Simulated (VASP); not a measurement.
Crystal: TiPbO3.

```
Ti Pb O
1.0
     3.89920    0.00000    0.00000
     0.00000    3.89920    0.00000
     0.00000    0.00000    4.14990
Ti Pb O
1 1 3
Direct
  0.50000 0.50000 0.53820
  0.00000 0.00000 0.00000
  0.50000 0.50000 0.11300
  0.50000 0.00000 0.61500
  0.00000 0.50000 0.61500
```

```yaml
Program: VASP 6.6.1
Task: relaxation of cell and atoms
Functional: LDA
Potentials_or_basis: VASP PAW LDA potentials, release 64 (Ti_sv, Pb_d, O)
Cutoff: 600 eV
k_mesh: 8 × 8 × 8
Occupations: gaussian, width 0.03 eV
Spin: no spin polarisation
```

At the start: pressure -5.4 GPa; volume 12.62 Å³/atom.

Problem. How do energy, volume and symmetry change on relaxing?

Solution. Over 21 steps the energy falls by 10.0 meV/atom and the volume is 12.01 Å³/atom (-4.8 %); space group P4mm (No. 99, to 0.05 Å).

Step by step:
```
step  energy change (eV)  largest force (eV/Å)  pressure (GPa)  volume (Å³)
   1              0.0000                0.2052           -5.36        63.09
   2             -0.0081                0.5962            5.92        59.31
   3             -0.0388                0.4187            0.28        61.05
   4             -0.0412                0.2855           -0.39        60.96
   5             -0.0421                0.1408           -0.17        60.99
   6             -0.0442                0.0941           -0.13        60.87
   7             -0.0451                0.0740           -0.04        60.72
   8             -0.0460                0.0751           -0.04        60.64
   9             -0.0481                0.0818            0.00        60.43
  10             -0.0494                0.1045            0.23        59.98
  11             -0.0488                0.1398           -0.52        60.07
  12             -0.0496                0.0284           -0.03        60.01
  13             -0.0497                0.0131            0.08        59.98
  14             -0.0497                0.0074            0.16        59.98
  15             -0.0497                0.0155            0.13        60.00
  16             -0.0497                0.0415            0.06        60.05
  17             -0.0497                0.0300           -0.12        60.10
  18             -0.0497                0.0336           -0.10        60.09
  19             -0.0497                0.0139           -0.02        60.07
  20             -0.0497                0.0145           -0.02        60.07
  21             -0.0498                0.0099            0.02        60.07
```

Final structure:
```
Ti Pb O
1.0
     3.86502    0.00000    0.00000
     0.00000    3.86502    0.00000
     0.00000    0.00000    4.02087
Ti Pb O
1 1 3
Cartesian
  1.9325 1.9325 2.1932
  0.0000 0.0000 0.0521
  1.9325 1.9325 0.3988
  1.9325 0.0000 2.4600
  0.0000 1.9325 2.4600
```
